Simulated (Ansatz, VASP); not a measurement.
## One calculation of CoO, two programs

```
Co O
1.0
     0.00000    2.08742    2.08742
     2.08742    0.00000    2.08742
     2.08742    2.08742    0.00000
Co O
1 1
Direct
  0.00000 0.00000 0.00000
  0.50000 0.50000 0.50000
```

Alike in both runs: task single point; functional LDA; k mesh 10 × 10 × 10; occupations gaussian, width 0.05 eV; collinear spin; Hubbard terms Co d U = 3.3 eV.

|  | VASP | Ansatz |
| --- | --- | --- |
| version | VASP 6.6.1 | Ansatz 0.2.0 |
| potentials or method | VASP PAW LDA potentials, release 64 (Co, O) | scalar-relativistic, plane waves, PAW |
| plane-wave cutoff (eV) | 520 | 420 |
| valence electrons in the cell | 15 | 23 |

|  | VASP | Ansatz | Ansatz less VASP |
| --- | --- | --- | --- |
| pressure (GPa) | -8.3 | 3.5 | +11.84 |
| largest component of the traceless stress (GPa) | 0.00 | 0.27 | +0.273 |
| net moment per atom (μB) | 1.50 | 1.50 | +0.002 |
| size of the moment on the site where the two differ most (μB) | 2.69 | 2.55 | -0.140 |

Site moments also hang on the region over which each program counts them. The programs project onto different local orbitals, so the same U acts differently. The two sets of potentials don't hold the same shells in valence. Ansatz warned: «symmetry_narrowed_by_occupation_matrices».

Caveats: a cell with one magnetic atom can't hold antiferromagnetic order, which such compounds often take. The state reached can hang on the start; a lower one may exist.
